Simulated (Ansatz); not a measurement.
The cell comes from COD entry 1534939, which wasn't checked; take it as a given geometry.

An input for Re: DFT, PBE, all-electron PAW with datasets made for the crystal, scalar-relativistic (Ansatz 0.2.0).

Command: `ansatz run input.yaml --threads 1 --pin off --max-ram 2048MiB --backend cpu --events-out ev --progress --plain --runs-dir out` The run took 18 s on 1 thread of AMD EPYC 7R43 64-Core Processor (Zen 3) (shared host), peak memory 0.53 GiB.

```yaml
crystal:
  lattice:
    - [0.0, 1.975, 1.975]
    - [1.975, 0.0, 1.975]
    - [1.975, 1.975, 0.0]
  atoms:
    - { symbol: Re, position: [0.0, 0.0, 0.0] }
kpoints:
  mp_grid: { grid: [14, 14, 14] }
  band_path:
    path:
      - [0.0, 0.0, 0.0]
      - [0.5, 0.0, 0.5]
      - [0.625, 0.25, 0.625]
      - [0.375, 0.375, 0.75]
      - [0.0, 0.0, 0.0]
      - [0.5, 0.5, 0.5]
      - [0.5, 0.25, 0.75]
      - [0.5, 0.0, 0.5]
    npoints: 8
scf:
  occupations: { method: fermi_dirac, width: 0.05 }
hamiltonian:
  xc: pbe
  pseudopotentials: { kind: all_electron, datasets: crystal }
output:
  forces: true
  stress: true
  eigenvalues: true
  efg: { contact_densities: true }
```

Set-up and iterations as logged by Ansatz (the results part is left out, to be predicted):

```
hamiltonian.pseudopotentials.datasets: crystal makes datasets for this crystal and solves the spheres of its atoms anew in each pass: cutoff 260.0 eV, the density's 1040.0 eV; for an error of 0.50 meV an atom under PBE, 0.5 meV for the cell; an energy difference from a run of another recipe may be off by several times the error for the cell, under r2SCAN by more, where some 0.1 meV an atom stays at smaller errors; Re in spheres of 1.376 Å, 15 of its electrons in bands, 14 on its site; only band paths and densities of states list, in semicore columns, the levels of the semicore shells that are solved separately: 4f of Re
Engine: ansatz 0.2.0
Pseudopotentials: kind: all_electron
Pseudopotential: Re, paw, valence charge 29, recommended cutoff 260 eV (normal), Koelling and Harmon's equation, gaussian nucleus
Functional definition: PBE
  parameter kappa = 0.804
  parameter beta = 0.06672455060314922
  exchange = pbe_x(kappa = kappa, mu = beta*pi^2/3)
  correlation = pbe_c(beta = beta)
Crystal: 1 atoms, lattice volume = 15.407 Å³
Basis set: ecut = 260 eV, 137 PW (Γ), exchange–correlation on 30×30×30 points (8 copies of the dense FFT grid, shifted against one another)
Bands: 12, of which v1, the nominal top of the filled ones, is band 8 counted from 1 (7 counted from 0)
Symmetry: 48 space group operations
Space group: Fm-3m (ITA 225), of the structure as read, at distance tolerance 2.5e-5 Å
k-points: 104 of 2744
Non-local potential: Re, projectors of the file, l = 0: 2, l = 1: 2, l = 2: 2
PAW form: soft (Blöchl's): semilocal exchange-correlation on the pseudo side does not see the compensation charge
PAW one-centre angular grid: Re, 590 points (default); XC on its mesh's 1821 points in the sphere
Initial density: superposition of atomic densities (neutral atoms: chi_scale 0, normalization atom)
Initial wavefunctions: pseudopotential atomic-orbital guess
Functional: x = pbe(κ = 0.804, μ = 0.2195149727645171), c = pbe(β = 0.06672455060314922)
iter 1 solved again at ethr=1.57e-2 eV; its pass at ethr=1.00e-1 eV (dr2=2.35e0 eV) is discarded
SCF iter   1: F=—  HF=-454153.619816 eV  |F-HF|=—  |Δ(HF+E_count)|=         —  Δρ=1.21e-1  dr2=2.40e0  ethr=1.57e-2  ⟨swp⟩=2.1  Hψ=6595  notcnv=0
iter 2 solved again at ethr=5.11e-4 eV; its pass at ethr=1.57e-2 eV (dr2=7.66e-2 eV) is discarded
SCF iter   2: F=—  HF=-454152.916706 eV  |F-HF|=—  |Δ(HF+E_count)|=   7.03e-1  Δρ=2.44e-2  dr2=7.58e-2  ethr=5.11e-4  ⟨swp⟩=2.4  Hψ=5242  notcnv=0  defer=12
SCF iter   3: F=—  HF=-454152.886394 eV  |F-HF|=—  |Δ(HF+E_count)|=   3.03e-2  Δρ=5.50e-3  dr2=2.81e-3  ethr=5.05e-4  ⟨swp⟩=2.2  Hψ=2512  notcnv=0  defer=9
SCF iter   4: F=—  HF=-454152.885480 eV  |F-HF|=—  |Δ(HF+E_count)|=   9.14e-4  Δρ=1.27e-3  dr2=1.92e-4  ethr=1.88e-5  ⟨swp⟩=2.6  Hψ=2875  notcnv=0  defer=1
SCF iter   5: F=—  HF=-454152.886162 eV  |F-HF|=—  |Δ(HF+E_count)|=   6.82e-4  Δρ=2.09e-4  dr2=2.13e-6  ethr=1.28e-6  ⟨swp⟩=2.6  Hψ=2832  notcnv=0  defer=1
SCF iter   6: F=—  HF=-454152.886162 eV  |F-HF|=—  |Δ(HF+E_count)|=   1.61e-7  Δρ=5.49e-5  dr2=1.15e-7  ethr=1.42e-8  ⟨swp⟩=2.2  Hψ=2087  notcnv=0
SCF iter   7: F=-454152.886162 eV  HF=-454152.886162 eV  |F-HF|=2.91e-10  |Δ(HF+E_count)|=   7.90e-8  Δρ=1.83e-6  dr2=2.87e-10  ethr=7.66e-10  ⟨swp⟩=2.0  Hψ=2054  notcnv=0
```

**Question.** What pressure will this run report?

**Answer.** -9.00 GPa (positive in compression).

**Question.** Is there a band gap?

**Answer.** none: with an odd electron count and no spin polarisation the bands can't all be full, a metal in this set-up (spin order or a larger cell could open a gap).
